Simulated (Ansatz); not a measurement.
**CaO (Fm-3m): G0W0 against its settings**

CaO (from a published structure), relaxed with r2SCAN; one-shot G0W0 in Ansatz without spin-orbit coupling. Spin-unpolarised calculation; the starting structure is a published one, and the numbers are computed.

```
Ca O
1.0
     0.00000    2.39755    2.39755
     2.39755    0.00000    2.39755
     2.39755    2.39755    0.00000
Ca O
1 1
Direct
  0.00000 0.00000 0.00000
  0.50000 0.50000 0.50000
```

Gaps are read over the mesh points alone. G0W0 here is at a finite number of bands, screening cutoff and k mesh, not at the basis limit.

| start | potentials | frequency model | mesh | empty bands | screening cutoff (eV) | Kohn-Sham gap (eV) | G0W0 gap (eV) |
| --- | --- | --- | --- | --- | --- | --- | --- |
| PBE | PAW | contour deformation | 6×6×6 | 62 | 100 | 3.65 | 5.73 |
| PBE | PAW | contour deformation | 6×6×6 | 151 | 180 | 3.65 | 5.90 |
| PBE | PAW | contour deformation | 6×6×6 | 293 | 260 | 3.65 | 6.00 |
| HSE06 | PAW | contour deformation | 6×6×6 | 151 | 180 | 5.31 | 6.61 |
| r2SCAN | PAW | contour deformation | 6×6×6 | 151 | 180 | 4.20 | 6.17 |
| PBE0 | PAW | contour deformation | 6×6×6 | 151 | 180 | 6.05 | 6.85 |
| PBE | PAW | Godby-Needs pole | 6×6×6 | 151 | 180 | 3.65 | 5.86 |
| PBE | PAW | contour deformation | 8×8×8 | 44 | 80 | 3.65 | 5.68 |
| PBE | norm-conserving | contour deformation | 6×6×6 | 151 | 180 | 3.65 | 5.83 |

The quasiparticle gap on this mesh is 6.00 eV (Γ to X), against 3.65 eV from PBE: +2.35 eV. Renormalisation factors Z lie between 0.74 and 0.83.

Raising bands and cutoff together moves the gap by +0.17 eV (100 to 180 eV), then +0.10 eV (180 to 260 eV); the last step is still large, so the basis limit isn't reached. Starting from HSE06 (5.31 eV against PBE's 3.65 eV) gives 6.61 eV, +0.71 eV from G0W0@PBE at the same screening cutoff. Starting from r2SCAN (4.20 eV against PBE's 3.65 eV) gives 6.17 eV, +0.27 eV from G0W0@PBE at the same screening cutoff. Starting from PBE0 (6.05 eV against PBE's 3.65 eV) gives 6.85 eV, +0.95 eV from G0W0@PBE at the same screening cutoff. The Godby-Needs plasmon pole differs from contour deformation by -0.04 eV. Norm-conserving potentials (wave cutoff 1240 eV against 420 eV) shift the quasiparticle gap by -0.07 eV and the PBE gap by 0.00 eV. r2SCAN runs take a wave cutoff of 500 eV.
